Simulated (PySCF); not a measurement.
**Atomic charges against the basis set**

C7H8O.
Structure used (PBE0-D3(BJ)/def2-SVP), in Å, numbered top down from 1:
```xyz
16
C7H8O angstrom
O     -2.5893   -1.1114   -0.5863
C     -2.0408   -0.1774    0.3003
C     -0.5488   -0.0022    0.1547
C      0.2417   -1.0654   -0.2937
C      1.6228   -0.9217   -0.4089
C      2.2331    0.2861   -0.0732
C      1.4518    1.3511    0.3742
C      0.0701    1.2077    0.4830
H     -2.3504   -0.8405   -1.4799
H     -2.5333    0.8128    0.2229
H     -2.2661   -0.5528    1.3136
H     -0.2451   -2.0081   -0.5548
H      2.2281   -1.7606   -0.7617
H      3.3159    0.3994   -0.1646
H      1.9212    2.3036    0.6323
H     -0.5393    2.0505    0.8232
```

PBE0 throughout (PySCF), one geometry, spherical d and f functions. One conformer (not necessarily the lowest) at the PBE0-D3(BJ)/def2-SVP geometry, without solvent, vibrations or thermal averaging. Atoms taken as equivalent share a column and are averaged. The first 7 of 11 kinds of atom are listed.

Mulliken charges (e):

| basis | functions | O1 | C2 | C3 | C4/C8 | C5/C7 | C6 | H9 |
| --- | --- | --- | --- | --- | --- | --- | --- | --- |
| STO-3G | 48 | -0.284 | -0.055 | -0.016 | -0.091 | -0.086 | -0.087 | +0.203 |
| pcSseg-0 | 88 | -0.669 | -0.039 | -0.284 | -0.166 | -0.240 | -0.233 | +0.371 |
| 6-31G | 88 | -0.604 | -0.125 | -0.012 | -0.175 | -0.173 | -0.165 | +0.373 |
| 6-31G* | 128 | -0.639 | -0.113 | +0.048 | -0.203 | -0.171 | -0.170 | +0.416 |
| cc-pVDZ | 152 | -0.267 | +0.213 | -0.203 | +0.005 | +0.005 | -0.005 | +0.145 |
| def2-SVP | 152 | -0.328 | +0.270 | -0.182 | -0.023 | -0.016 | -0.018 | +0.172 |
| pcSseg-1 | 176 | -0.444 | +0.237 | -0.414 | -0.024 | -0.083 | -0.084 | +0.228 |
| aug-cc-pVDZ | 256 | -0.497 | +0.925 | +0.805 | +0.719 | +0.180 | +0.493 | +0.124 |
| 6-311+G(2d,p) | 264 | -0.384 | -0.224 | +0.805 | -0.499 | -0.102 | -0.104 | +0.259 |
| def2-TZVP | 296 | -0.440 | -0.006 | +0.068 | -0.215 | -0.095 | -0.136 | +0.308 |

IAO charges (e):

| basis | functions | O1 | C2 | C3 | C4/C8 | C5/C7 | C6 | H9 |
| --- | --- | --- | --- | --- | --- | --- | --- | --- |
| STO-3G | 48 | -0.332 | -0.137 | -0.033 | -0.139 | -0.138 | -0.140 | +0.244 |
| pcSseg-0 | 88 | -0.506 | -0.078 | -0.032 | -0.156 | -0.147 | -0.152 | +0.333 |
| 6-31G | 88 | -0.525 | -0.086 | -0.019 | -0.163 | -0.148 | -0.154 | +0.345 |
| 6-31G* | 128 | -0.532 | -0.050 | -0.019 | -0.156 | -0.142 | -0.149 | +0.345 |
| cc-pVDZ | 152 | -0.533 | -0.050 | -0.016 | -0.160 | -0.145 | -0.153 | +0.348 |
| def2-SVP | 152 | -0.530 | -0.045 | -0.018 | -0.156 | -0.142 | -0.149 | +0.345 |
| pcSseg-1 | 176 | -0.540 | -0.049 | -0.021 | -0.161 | -0.146 | -0.154 | +0.350 |
| aug-cc-pVDZ | 256 | -0.556 | -0.053 | -0.017 | -0.164 | -0.149 | -0.157 | +0.360 |
| 6-311+G(2d,p) | 264 | -0.557 | -0.054 | -0.018 | -0.164 | -0.149 | -0.157 | +0.360 |
| def2-TZVP | 296 | -0.554 | -0.051 | -0.017 | -0.163 | -0.149 | -0.157 | +0.358 |

Some averages cover members that differ in this geometry, most widely: C4/C8, Mulliken in 6-311+G(2d,p) -0.539 to -0.459; C5/C7, Mulliken in aug-cc-pVDZ +0.158 to +0.202 e.

**Question.** Which scheme is steadiest as the basis changes?

**Answer.** Largest range over the bases for any column: IAO 0.22 e, Mulliken 1.22 e. IAO charges move least and Mulliken charges most, counted in e. Without the minimal STO-3G basis the ranges are IAO 0.05, Mulliken 1.22 e.

**Question.** How much do the charges still move between the two largest bases, 6-311+G(2d,p) and def2-TZVP?

**Answer.** At most, over all atoms: Mulliken 0.737 e, IAO 0.003 e.

**Question.** What do the same runs give for the total energy, the frontier levels and the dipole moment?

**Answer.** 
```tsv
basis	energy (Eh)	HOMO (eV)	LUMO (eV)	μ (D)
STO-3G	-342.0536	-4.32	2.69	1.20
pcSseg-0	-345.5866	-7.23	-0.28	1.82
6-31G	-346.2762	-6.93	0.06	1.84
6-31G*	-346.3589	-6.83	0.08	1.47
cc-pVDZ	-346.3943	-6.94	-0.12	1.30
def2-SVP	-346.1223	-7.04	-0.21	1.38
pcSseg-1	-346.3294	-7.13	-0.34	1.46
aug-cc-pVDZ	-346.4157	-7.10	-0.43	1.39
6-311+G(2d,p)	-346.4680	-7.10	-0.42	1.45
def2-TZVP	-346.4960	-7.08	-0.34	1.40
```

The dipole is fixed by the density alone, so its range of 0.64 D shows that the density itself changes with the basis, not only its division among atoms.
